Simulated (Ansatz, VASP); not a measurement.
Sb: VASP beside Ansatz

POSCAR

```
Sb
1.0
   -1.8331395369      1.8331395369      1.8331395369
    1.8331395369     -1.8331395369      1.8331395369
    1.8331395369      1.8331395369     -1.8331395369
Sb
1
Direct
    0.0000000000      0.0000000000      0.0000000000
```

The input INCAR.step1:

```
SYSTEM = Sb
  PREC = Accurate
  ENCUT = 520
  EDIFF = 1E-5
  ISMEAR = -1
  SIGMA = 0.05
  LREAL = .False.
  LASPH = .True.
  NELM = 60
  ALGO = Normal
  ISIF = 2
  LWAVE = .True.
  LCHARG = .False.
  GGA = PE
  NBANDS = 8
```

File INCAR.step2:

```
SYSTEM = Sb
  PREC = Accurate
  ENCUT = 520
  EDIFF = 1E-6
  ISMEAR = -1
  SIGMA = 0.05
  LREAL = .False.
  LASPH = .True.
  NELM = 60
  ALGO = Normal
  ISIF = 2
  LWAVE = .False.
  LCHARG = .False.
  GGA = PE
  LHFCALC = .True.
  AEXX = 0.25
  PRECFOCK = Normal
  ISTART = 1
  NBANDS = 8
```

KPOINTS

```
Automatic mesh
0
Gamma
  6 6 6
  0 0 0
```

input.yaml

```yaml
crystal:
  lattice:
    - [-1.8331395369, 1.8331395369, 1.8331395369]
    - [1.8331395369, -1.8331395369, 1.8331395369]
    - [1.8331395369, 1.8331395369, -1.8331395369]
  atoms:
    - { symbol: Sb, position: [0.0, 0.0, 0.0] }
hamiltonian:
  xc: pbe0
  pseudopotentials: { kind: paw }
kpoints:
  mp_grid: { grid: [6, 6, 6] }
scf:
  occupations: { method: fermi_dirac, width: 0.05 }
output:
  forces: true
  stress: true
  eigenvalues: true
  write_density: true
  write_potential: true
  elf: true
  volumetric_format: npy
```

This isn't the form of Sb at room conditions, which is rhombohedral.

Alike in both runs: task single point; functional PBE0; k mesh 6 × 6 × 6; occupations fermi-dirac, width 0.05 eV; no spin polarisation.

```csv
,VASP,Ansatz
version,VASP 6.6.1,Ansatz 0.2.0
potentials or method,"VASP PAW PBE potentials, release 64 (Sb)",Ansatz PAW
plane-wave cutoff (eV),520,420
valence electrons in the cell,5,15
```

```csv
,VASP,Ansatz,Ansatz less VASP
gap on the k mesh at the Fermi level (eV),none,none,-
pressure (GPa),4.8,6.3,+1.45
```

A gap of «none» marks a metal or a gap that the smearing closes. The two sets of potentials don't hold the same shells in valence.

Caveats: the k mesh is coarse (spacing up to 0.40 Å⁻¹), so the values aren't converged, least of all with exact exchange; the PAW data sets were made with another functional, which shifts forces and pressure a little (VASP); the PAW data sets come from PBE, with cores solved anew for the run's functional, which leaves a small shift of forces and pressure (Ansatz); the thresholds are loose for stress (Ansatz). The runs have no spin-orbit coupling, so splittings on Sb are missing.
